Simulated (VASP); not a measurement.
# Cu (Cmce) in VASP: a series of runs, part 2 of 2

VASP 6.6.1.

### Step 5. Single point, r2SCAN

This run uses another cell than the first one: it holds 8 atoms, not 4.

Contents of POSCAR:

```
Cu
1.0
    4.5274688734      0.0000000000      0.0000000000
    0.0000000000      4.5274688734      0.0000000000
    0.0000000000      0.0000000000      4.5274688734
Cu
8
Direct
    0.5000000000      0.5000000000      0.5000000000
    0.0000000000      0.0000000000      0.0000000000
    0.2500000000      0.0000000000      0.5000000000
    0.5000000000      0.2500000000      0.0000000000
    0.5000000000      0.7500000000      0.0000000000
    0.7500000000      0.0000000000      0.5000000000
    0.0000000000      0.5000000000      0.7500000000
    0.0000000000      0.5000000000      0.2500000000
```

Contents of INCAR.step1:

```
SYSTEM = Cu
PREC = Accurate
ENCUT = 520
ISMEAR = 0
SIGMA = 0.1
LREAL = .FALSE.
LASPH = .TRUE.
NELM = 100
NBANDS = 54
GGA = PE
ALGO = Normal
EDIFF = 1E-4
LWAVE = .TRUE.
LCHARG = .FALSE.
```

Contents of INCAR.step2:

```
SYSTEM = Cu
PREC = Accurate
ENCUT = 520
EDIFF = 1E-6
ISMEAR = 0
SIGMA = 0.1
LREAL = .FALSE.
LASPH = .TRUE.
NELM = 100
ALGO = Normal
ISIF = 2
LWAVE = .FALSE.
LCHARG = .FALSE.
METAGGA = R2SCAN
LMIXTAU = .TRUE.
NBANDS = 54
ISTART = 1
```

Contents of KPOINTS:

```
regular mesh
0
G
  4 4 4
  0 0 0
```

Potentials or basis: VASP PAW PBE potentials, release 64 (Cu).

On the command line:

```console
cat potpaw_PBE.64/Cu/POTCAR > POTCAR
cp INCAR.step1 INCAR
mpirun -np 1 vasp_std > vasp.out
cp INCAR.step2 INCAR
mpirun -np 1 vasp_std > vasp.out
```

OUTCAR:

```text
SYSTEM = Cu
   PREC = Accurate
   ENCUT = 520
   EDIFF = 1E-6
   ISMEAR = 0
   LREAL = .FALSE.
   LASPH = .TRUE.
   NELM = 100
   ISIF = 2
   METAGGA = R2SCAN
   ISTART = 1

 ion  position               nearest neighbor table
   1  0.500  0.500  0.500-   3 2.53   4 2.53   5 2.53   6 2.53   7 2.53   8 2.53   4 2.53   5 2.53
                             3 2.53   6 2.53   7 2.53   8 2.53
   2  0.000  0.000  0.000-   3 2.53   4 2.53   5 2.53   6 2.53   7 2.53   8 2.53   3 2.53   6 2.53
                             7 2.53   8 2.53   4 2.53   5 2.53
   3  0.250  0.000  0.500-   6 2.26   6 2.26   1 2.53   2 2.53   1 2.53   2 2.53   8 2.77   5 2.77
                             4 2.77   5 2.77   4 2.77   7 2.77   8 2.77   7 2.77
   4  0.500  0.250  0.000-   5 2.26   5 2.26   1 2.53   1 2.53   2 2.53   2 2.53   8 2.77   3 2.77
                             3 2.77   6 2.77   6 2.77   7 2.77   7 2.77   8 2.77
   5  0.500  0.750  0.000-   4 2.26   4 2.26   1 2.53   1 2.53   2 2.53   2 2.53   8 2.77   3 2.77
                             3 2.77   6 2.77   6 2.77   7 2.77   7 2.77   8 2.77
   6  0.750  0.000  0.500-   3 2.26   3 2.26   1 2.53   2 2.53   1 2.53   2 2.53   8 2.77   4 2.77
                             4 2.77   5 2.77   5 2.77   7 2.77   8 2.77   7 2.77
   7  0.000  0.500  0.750-   8 2.26   8 2.26   1 2.53   2 2.53   2 2.53   1 2.53   3 2.77   4 2.77
                             5 2.77   3 2.77   6 2.77   6 2.77   4 2.77   5 2.77
   8  0.000  0.500  0.250-   7 2.26   7 2.26   1 2.53   2 2.53   2 2.53   1 2.53   3 2.77   4 2.77
                             5 2.77   3 2.77   6 2.77   6 2.77   4 2.77   5 2.77

  LATTYP: Found a simple cubic cell.
 ALAT       =     4.5274688734

  Lattice vectors:

 A1 = (   4.5274688734,   0.0000000000,   0.0000000000)
 A2 = (   0.0000000000,   4.5274688734,   0.0000000000)
 A3 = (   0.0000000000,   0.0000000000,   4.5274688734)

Analysis of symmetry for initial positions (statically):
=====================================================================
 Subroutine PRICEL returns:
 Original cell was already a primitive cell.

 Routine SETGRP: Setting up the symmetry group for a
 simple cubic supercell.

 Subroutine GETGRP returns: Found 48 space group operations
 (whereof 24 operations were pure point group operations)
 out of a pool of 48 trial point group operations.

The static configuration has the point symmetry T_h .
[... 144 lines left out ...]
 Gauss-broadening in eV      SIGMA  =   0.10
  energy-cutoff  :      520.00
  volume of cell :       92.80
 maximum number of plane-waves:      2522
 NGX is ok and might be reduce to    36

 number of electron      88.0000047 magnetization

 Free energy of the ion-electron system (eV)
  ---------------------------------------------------
  ext. energy  EPLUGINS =         0.00000000
  ---------------------------------------------------
  free energy    TOTEN  =       -85.88091402 eV

  energy without entropy =      -85.87550078  energy(sigma->0) =      -85.87820740

 E-fermi :   7.6555     XC(G=0): -13.8455

 val. band max:        7.5096175040   @ k =   0.0000   0.0000   0.0000
 cond. band min:       7.6850872653   @ k =   0.5000   0.5000   0.2500
 fundamental gap:      0.1754697613
 Fermi energy:         7.6555438022

 k-point     1 :       0.0000    0.0000    0.0000
  band No.  band energies     occupation
      1      -2.1780      2.00000
      2       2.1560      2.00000
      3       2.1560      2.00000
      4       2.6864      2.00000
      5       3.1679      2.00000
      6       3.1679      2.00000
[... 559 lines left out ...]
     53      20.7515      0.00000
     54      20.7521      0.00000

------------------------ aborting loop because EDIFF is reached ----------------------------------------

  FORCE on cell =-STRESS in cart. coord.  units (eV):
  Direction    XX          YY          ZZ          XY          YZ          ZX
  --------------------------------------------------------------------------------------
  -------------------------------------------------------------------------------------
  Total        1.6778092      1.6778092      1.6778092      0.0000000      0.0000000      0.0000000
  in kB       28.9658797     28.9658797     28.9658797      0.0000000      0.0000000      0.0000000
  external PRESSURE =      28.9658797 kB  Pullay stress =       0.0000000 kB

 VOLUME and BASIS-vectors are now :
 -----------------------------------------------------------------------------
  energy-cutoff  :      520.00
  volume of cell :       92.80
      direct lattice vectors                 reciprocal lattice vectors
     4.527468873  0.000000000  0.000000000     0.220873965  0.000000000  0.000000000
     0.000000000  4.527468873  0.000000000     0.000000000  0.220873965  0.000000000
     0.000000000  0.000000000  4.527468873     0.000000000  0.000000000  0.220873965

 POSITION                                       TOTAL-FORCE (eV/Angst)
 -----------------------------------------------------------------------------------
      2.26373      2.26373      2.26373         0.000000      0.000000     -0.000000
      0.00000      0.00000      0.00000         0.000000      0.000000     -0.000000
      1.13187      0.00000      2.26373         0.000000      0.000000      0.000000
      2.26373      1.13187      0.00000         0.000000     -0.000000     -0.000000
      2.26373      3.39560      0.00000        -0.000000      0.000000     -0.000000
      3.39560      0.00000      2.26373        -0.000000     -0.000000      0.000000
      0.00000      2.26373      3.39560        -0.000000     -0.000000     -0.000000
      0.00000      2.26373      1.13187         0.000000     -0.000000      0.000000
 -----------------------------------------------------------------------------------
    total drift:                                0.000000      0.000000     -0.000000

  FREE ENERGIE OF THE ION-ELECTRON SYSTEM (eV)
  ---------------------------------------------------
  free  energy   TOTEN  =       -85.8809140197 eV

  energy  without entropy=      -85.8755007821  energy(sigma->0) =      -85.87820740
```

OUTCAR.step1:

```text
SYSTEM = Cu
   PREC = Accurate
   ENCUT = 520
   ISMEAR = 0
   LREAL = .FALSE.
   LASPH = .TRUE.
   NELM = 100
[... 808 lines left out ...]
      3.39560      0.00000      2.26373        -0.000000      0.000000      0.000000
      0.00000      2.26373      3.39560        -0.000000     -0.000000      0.000000
      0.00000      2.26373      1.13187         0.000000     -0.000000     -0.000000
 -----------------------------------------------------------------------------------
    total drift:                                0.000000      0.000000     -0.000000

  FREE ENERGIE OF THE ION-ELECTRON SYSTEM (eV)
  ---------------------------------------------------
  free  energy   TOTEN  =       -29.0035283046 eV

  energy  without entropy=      -28.9973706876  energy(sigma->0) =      -29.00044950
```

Run time: 1.9 min. Hardware: 1 thread of Intel Xeon Platinum 8488C (Sapphire Rapids), shared host; peak memory 0.22 GiB.

What came out:

```yaml
Free_energy: -85.8809 eV
Pressure: 2.9 GPa
Band_gap_on_the_k_mesh: none (metal or under the smearing width)
```

Levels at points of the mesh, in eV from the Fermi level:
```csv
k point,band 42,band 43,band 44,band 45,band 46,band 47
"(0.00, 0.00, 0.00)",-0.15,-0.15,-0.15,1.23,1.23,1.42
"(0.50, 0.00, 0.00)",-1.49,0.79,0.79,1.16,1.16,3.02
"(0.50, 0.50, 0.00)",-1.60,-1.60,-1.43,1.23,2.85,2.85
"(0.50, 0.50, 0.50)",-1.03,-1.03,-1.03,-1.03,-1.03,-0.82
```

Caveat: the PAW data sets were made with another functional, which shifts forces and pressure a little.

### Step 6. The runs side by side

| cell | k mesh | mesh quality | gap on the mesh (eV) | pressure (GPa) | largest force (eV/Å) |
| --- | --- | --- | --- | --- | --- |
| Cmce, 11.97 Å³/atom | 6 × 6 × 6 | coarse | none | 95.7 | 11.76 |
| Fmmm, 12.03 Å³/atom | 6 × 6 × 4 | coarse | none | 0.7 | 0.01 |
| Pm-3n, 11.73 Å³/atom | 8 × 8 × 8 | not flagged | none | 0.4 | - |
| Pm-3n, 11.6 Å³/atom | 4 × 4 × 4 | not flagged | none | 2.9 | - |

Alike in all rows: task single point; level r2SCAN; potentials or basis VASP PAW PBE potentials, release 64 (Cu); no spin polarisation; cutoff (eV) 520; smearing gaussian 0.1 eV.

Caveats: some runs use coarse meshes; the PAW data sets were made with another functional, which shifts forces and pressure a little; a pressure of tens of GPa on the cell as given is suspect, and the run, the potentials or the cell itself is likely at fault (some runs).

Absolute energies hang on the potentials; compare differences alone.
